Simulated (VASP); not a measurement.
# NaH (Fm-3m) in VASP: a series of runs, part 2 of 2

VASP 6.6.1.

**4. Single point, PBE**

The input, INCAR:

```
SYSTEM = NaH
PREC = Accurate
ENCUT = 450
EDIFF = 0.01
ISMEAR = 0
SIGMA = 0.05
LREAL = .False.
LASPH = .True.
NELM = 100
ALGO = Normal
ISIF = 2
LWAVE = .False.
LCHARG = .False.
GGA = PE
NBANDS = 11
ADDGRID = .False.
```

The input, KPOINTS:

```
Automatic mesh
0
Gamma
  5 5 5
  0 0 0
```

The input, POSCAR:

```
NaH
1.0
    0.0000000000      2.4400000000      2.4400000000
    2.4400000000      0.0000000000      2.4400000000
    2.4400000000      2.4400000000      0.0000000000
Na H
1 1
Direct
   -0.0187210000      0.0228060000      0.0160610000
    0.4668300000      0.5164870000      0.5214060000
```

Potentials or basis: VASP PAW PBE potentials, release 64 (Na_pv, H).

The run is started by

```sh
$ cat potpaw_PBE.64/Na_pv/POTCAR potpaw_PBE.64/H/POTCAR > POTCAR
$ mpirun -np 1 vasp_std > vasp.out
```

OUTCAR:

```text
SYSTEM = NaH
   PREC = Accurate
   ENCUT = 450
   EDIFF = 0.01
   ISMEAR = 0
   LREAL = .False.
   LASPH = .True.
   NELM = 100
   ISIF = 2
   GGA = PE

 Found     63 irreducible k-points:

 Following reciprocal coordinates:
            Coordinates               Weight
  0.000000  0.000000  0.000000      1.000000
  0.200000  0.000000  0.000000      2.000000
  0.000000  0.200000  0.000000      2.000000
  0.000000  0.000000  0.200000      2.000000
  0.200000  0.200000  0.200000      2.000000
  0.400000  0.000000  0.000000      2.000000
   k-points           NKPTS =     63   k-points in BZ     NKDIM =     63   number of bands    NBANDS=     11
   number of dos      NEDOS =    301   number of ions     NIONS =      2
   total plane-waves  NPLWV =  13824
   dimension x,y,z NGX =    24 NGY =   24 NGZ =   24
   dimension x,y,z NGXF=    48 NGYF=   48 NGZF=   48
   ions per type =               1   1
   NGX,Y,Z   is equivalent  to a cutoff of  11.56, 11.56, 11.56 a.u.
   NGXF,Y,Z  is equivalent  to a cutoff of  23.13, 23.13, 23.13 a.u.
 SYSTEM =  NaH
   PREC   = accura    normal or accurate (medium, high low for compatibility)
   ISTART =      0    job   : 0-new  1-cont  2-samecut
   ICHARG =      2    charge: 1-file 2-atom 10-const
   ISPIN  =      1    spin polarized calculation?
   LNONCOLLINEAR =      F non collinear calculations
   LSORBIT =      F    spin-orbit coupling
   LASPH  =      T    aspherical Exc in radial PAW
   ENCUT  =  450.0 eV  33.07 Ry    5.75 a.u.   5.97  5.97  5.97*2*pi/ulx,y,z
   NELM   =    100;   NELMIN=  2; NELMDL= -5     # of ELM steps
   EDIFF  = 0.1E-01   stopping-criterion for ELM
   LREAL  =      F    real-space projection
   EDIFFG = 0.1E+00   stopping-criterion for IOM
   NSW    =      0    number of steps for IOM
   IBRION =     -1    ionic relax: 0-MD 1-quasi-New 2-CG
   NFREE  =      0    steps in history (QN), initial steepest desc. (CG)
   ISIF   =      2    stress and relaxation
   ISYM   =      2    0-nonsym 1-usesym 2-fastsym
   POTIM  = 0.5000    time-step for ionic-motion
   TEBEG  =    0.0;   TEEND  =   0.0 temperature during run
   PSTRESS=    0.0 pullay stress
   NELECT =       8.0000    total number of electrons
   NUPDOWN=      -1.0000    fix difference up-down
   EMIN   =  10.00;   EMAX   =-10.00  energy-range for DOS
   EFERMI =   0.00;   METHOD = LEGACY
   ISMEAR =     0;   SIGMA  =   0.05  broadening in eV -4-tet -1-fermi 0-gaus
   EFERMI_NEDOS =   21; number of points for ismear=-14 and -15
   IALGO  =     38    algorithm
   IMIX   =      4    mixing-type and parameters
     AMIX     =   0.40;   BMIX     =  1.00
     AMIX_MAG =   1.60;   BMIX_MAG =  1.00
  volume/ion in A,a.u.               =      14.53        98.03
  Fermi-wavevector in a.u.,A,eV,Ry     =   1.065054  2.012660 15.433636  1.134340
  Thomas-Fermi vector in A             =   2.200593
   LORBIT       =      0    0 simple, 1 ext, 2 COOP (PROOUT), +10 PAW based schemes
   GGA     = PE    functional components
   LHFCALC =     F    Hartree Fock is set to
   AEXX    =    0.0000 exact exchange contribution
   IVDW    =     0    specifies the selected vdW correction
   LEPSILON=     F    determine dielectric tensor
   LRPA    =     F    only Hartree local field effects (RPA)
 non-spin polarized calculation
 Gauss-broadening in eV      SIGMA  =   0.05
  energy-cutoff  :      450.00
  volume of cell :       29.05
 maximum number of plane-waves:       639
   NGX = 11   NGY = 11   NGZ = 11

 number of electron       7.9999993 magnetization

 Free energy of the ion-electron system (eV)
  ---------------------------------------------------
  ext. energy  EPLUGINS =         0.00000000
  ---------------------------------------------------
  free energy    TOTEN  =        -5.08386064 eV

  energy without entropy =       -5.08386064  energy(sigma->0) =       -5.08386064

 E-fermi :  -1.0713     XC(G=0):  -7.6856

 val. band max:       -1.3310387632   @ k =   0.2000  -0.4000  -0.4000
 cond. band min:       3.2180791592   @ k =   0.4000   0.0000   0.0000
 fundamental gap:      4.5491179224
 Fermi energy:        -1.0712583273

 k-point     1 :       0.0000    0.0000    0.0000
  band No.  band energies     occupation
      1     -23.3042      2.00000
      2     -23.3041      2.00000
      3     -23.3038      2.00000
      4      -4.7620      2.00000
      5       8.9112      0.00000
      6      14.1492      0.00000
      7      14.1501      0.00000
      8      14.1636      0.00000
      9      14.9711      0.00000
     10      14.9825      0.00000
     11      14.9908      0.00000

 k-point     2 :       0.2000    0.0000    0.0000
  band No.  band energies     occupation
      1     -23.3340      2.00000
      2     -23.3078      2.00000
      3     -23.3075      2.00000
      4      -4.1052      2.00000
      5       6.8324      0.00000
      6      10.5225      0.00000
      7      12.8497      0.00000
      8      12.8543      0.00000
      9      16.2041      0.00000
     10      16.2087      0.00000
     11      16.8149      0.00000

 k-point     3 :       0.0000    0.2000    0.0000
  band No.  band energies     occupation
      1     -23.3338      2.00000
      2     -23.3079      2.00000
      3     -23.3077      2.00000
      4      -4.1052      2.00000
      5       6.8331      0.00000
      6      10.5200      0.00000
      7      12.8500      0.00000
      8      12.8580      0.00000
      9      16.2000      0.00000
     10      16.2076      0.00000
     11      16.8153      0.00000

 k-point     4 :       0.0000    0.0000    0.2000
  band No.  band energies     occupation
      1     -23.3338      2.00000
      2     -23.3078      2.00000
      3     -23.3077      2.00000
      4      -4.1052      2.00000
      5       6.8332      0.00000
      6      10.5199      0.00000
      7      12.8500      0.00000
      8      12.8583      0.00000
      9      16.1995      0.00000
     10      16.2078      0.00000
     11      16.8153      0.00000

 k-point     5 :       0.2000    0.2000    0.2000
  band No.  band energies     occupation
      1     -23.3340      2.00000
      2     -23.3078      2.00000
      3     -23.3075      2.00000
      4      -4.1052      2.00000
      5       6.8324      0.00000
      6      10.5226      0.00000
      7      12.8496      0.00000
      8      12.8540      0.00000
      9      16.2043      0.00000
     10      16.2089      0.00000
     11      16.8148      0.00000

 k-point     6 :       0.4000    0.0000    0.0000
  band No.  band energies     occupation
      1     -23.3813      2.00000
      2     -23.3136      2.00000
      3     -23.3132      2.00000
      4      -2.5154      2.00000
      5       3.2181      0.00000
      6       9.4431      0.00000
      7      12.0822      0.00000
      8      12.0869      0.00000
      9      15.0400      0.00000
     10      15.0410      0.00000
     11      17.4218      0.00000

 [... further k-points ...]

------------------------ aborting loop because EDIFF is reached ----------------------------------------

  FORCE on cell =-STRESS in cart. coord.  units (eV):
  Direction    XX          YY          ZZ          XY          YZ          ZX
  --------------------------------------------------------------------------------------
  -------------------------------------------------------------------------------------
  Total       -0.6574205     -0.6549371     -0.6438635     -0.0000570     -0.0010087     -0.0000851
  in kB      -36.2538669    -36.1169210    -35.5062562     -0.0031424     -0.0556264     -0.0046955
  external PRESSURE =     -35.9590147 kB  Pullay stress =       0.0000000 kB

 VOLUME and BASIS-vectors are now :
 -----------------------------------------------------------------------------
  energy-cutoff  :      450.00
  volume of cell :       29.05
      direct lattice vectors                 reciprocal lattice vectors
     0.000000000  2.440000000  2.440000000    -0.204918033  0.204918033  0.204918033
     2.440000000  0.000000000  2.440000000     0.204918033 -0.204918033  0.204918033
     2.440000000  2.440000000  0.000000000     0.204918033  0.204918033 -0.204918033

 POSITION                                       TOTAL-FORCE (eV/Angst)
 -----------------------------------------------------------------------------------
      0.09484      2.43351      2.44997        -0.001874     -0.016663     -0.038161
      2.53246      2.41130      2.39929         0.001874      0.016663      0.038161
 -----------------------------------------------------------------------------------
    total drift:                               -0.000023      0.000773      0.002153

  FREE ENERGIE OF THE ION-ELECTRON SYSTEM (eV)
  ---------------------------------------------------
  free  energy   TOTEN  =        -5.0838606440 eV

  energy  without entropy=       -5.0838606440  energy(sigma->0) =       -5.08386064
```

OSZICAR:

```text
N       E                     dE             d eps       ncg     rms          rms(c)
DAV:   1     0.305293196767E+02    0.30529E+02   -0.38202E+03  1392   0.756E+02
DAV:   2    -0.448412111422E+01   -0.35013E+02   -0.34637E+02  1454   0.173E+02
DAV:   3    -0.550167342373E+01   -0.10176E+01   -0.10165E+01  1645   0.284E+01
DAV:   4    -0.550825720701E+01   -0.65838E-02   -0.65832E-02  1606   0.232E+00
DAV:   5    -0.550831332240E+01   -0.56115E-04   -0.56113E-04  1187   0.232E-01    0.316E+00
DAV:   6    -0.516922543665E+01    0.33909E+00   -0.33923E-01  1688   0.272E+00    0.146E+00
DAV:   7    -0.507897262285E+01    0.90253E-01   -0.32645E-01  1563   0.209E+00    0.356E-01
DAV:   8    -0.508386064399E+01   -0.48880E-02   -0.10322E-02  1437   0.935E-01
   1 F= -.50838606E+01 E0= -.50838606E+01  d E =-.476627E-14
```

stdout:

```text
POSCAR found type information on POSCAR NaH
 POSCAR found :  2 types and       2 ions
 scaLAPACK will be used
 LDA part: xc-table for (Slater+PW92), standard interpolation
 POSCAR, INCAR and KPOINTS ok, starting setup
 FFT: planning ... GRIDC
 FFT: planning ... GRID_SOFT
 FFT: planning ... GRID
 WAVECAR not read
 entering main loop
```

Run time: 5.3 s. Hardware: 1 thread of Intel Xeon Platinum 8259CL at 2.50GHz (Skylake/Cascade Lake), shared host; peak memory 0.14 GiB.

These settings aren't checked as converged: the numbers below hold their error.

Results:

| Item | Value |
| --- | --- |
| Free energy | -5.0839 eV |
| Pressure | -3.6 GPa |
| Largest force | 0.042 eV/Å |
| Band gap on the k mesh | 4.55 eV, indirect (least direct gap 5.03 eV) |

Caveat: the k mesh is coarse (spacing up to 0.45 Å⁻¹), so the values aren't converged; an odd mesh through Γ misses points on the zone boundary, where band edges often lie.

**5. For comparison**

An earlier run on the cell as given: functional PBE; potentials or basis VASP PAW PBE potentials, release 64 (Na_pv, H); cutoff 520 eV; k mesh 9 × 9 × 9; occupations fermi-dirac, width 0.05 eV; no spin polarisation.

- Pressure: -0.7 GPa
- Band gap on the k mesh: 4.01 eV, indirect (least direct gap 4.70 eV)
